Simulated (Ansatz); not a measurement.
An element in the sc structure gives these cold pressures by all-electron LAPW under PBE (Ansatz 0.2.0, scalar-relativistic, no spin polarisation).

```
V (Å³/atom)  P (GPa)
      18.18     0.01
      16.36     6.62
      14.54    18.93
      12.73     42.3
      10.91     88.7
       9.09    188.3
       7.27    427.8
```

(1) Which element is it?

## Answers

(1) Zn. Its zero-pressure volume in this structure is near 18.2 Å³/atom; the volume and the steepness of P(V) together point to it, though neighbours can come close. This is the case that was computed; others weren't tested.
